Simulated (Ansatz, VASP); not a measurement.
**One calculation of GaAs, two programs**

Contents of INCAR:

```
  ALGO = Fast
  EDIFF = 1E-6
  ENCUT = 520
  GGA = PE
  ISIF = 2
  ISMEAR = -1
  LASPH = T
  LCHARG = F
  LREAL = F
  LWAVE = F
  NBANDS = 16
  NELM = 100
  PREC = Accurate
  SIGMA = 0.02
```

Contents of KPOINTS:

```
k-points
0
Gamma
  8 8 8
```

File POSCAR:

```
GaAs
1.0
    0.0000000000      2.8871950815      2.7866693110
    2.8871950815      0.0000000000      2.7866693110
    2.8871950815      2.8871950815      0.0000000000
Ga As
1 1
Direct
    0.0000000000      0.0000000000      0.0000000000
    0.2500000000      0.2500000000      0.2500000000
```

Input for Ansatz:

```yaml
crystal:
  lattice:
    - [0.0, 2.8871950815, 2.786669311]
    - [2.8871950815, 0.0, 2.786669311]
    - [2.8871950815, 2.8871950815, 0.0]
  atoms:
    - { symbol: Ga, position: [0.0, 0.0, 0.0] }
    - { symbol: As, position: [0.25, 0.25, 0.25] }
kpoints:
  mp_grid: { grid: [8, 8, 8] }
  band_path:
    path:
      - [0.0, 0.0, 0.0]
      - [-0.5, -0.5, 0.0]
      - [-0.375, -0.375, 0.25]
      - [-0.375, 0.0, 0.375]
      - [0.0, 0.0, 0.5]
      - [-0.5, -0.25, 0.25]
    npoints: 1
hamiltonian:
  xc: pbe
scf:
  occupations: { method: fermi_dirac, width: 0.02 }
  n_extra_bands: 4
output:
  forces: true
  stress: true
  eigenvalues: true
  write_density: true
  write_potential: true
  elf: true
  volumetric_format: npy
```

Change from the starting cell: epitaxial_xy strain +1.9%.

Alike in both runs: task single point; functional PBE; k mesh 8 × 8 × 8; occupations fermi-dirac, width 0.02 eV; no spin polarisation.

```csv
,VASP,Ansatz
version,VASP 6.6.1,Ansatz 0.2.0
potentials or method,"VASP PAW PBE potentials, release 64 (Ga_d, As)","plane waves, PAW"
plane-wave cutoff (eV),520,420
valence electrons in the cell,18,28
```

|  | VASP | Ansatz | Ansatz less VASP |
| --- | --- | --- | --- |
| pressure (GPa) | 1.5 | 1.3 | -0.24 |
| largest component of the traceless stress (GPa) | 1.29 | 1.29 | +0.004 |

The two sets of potentials don't hold the same shells in valence.
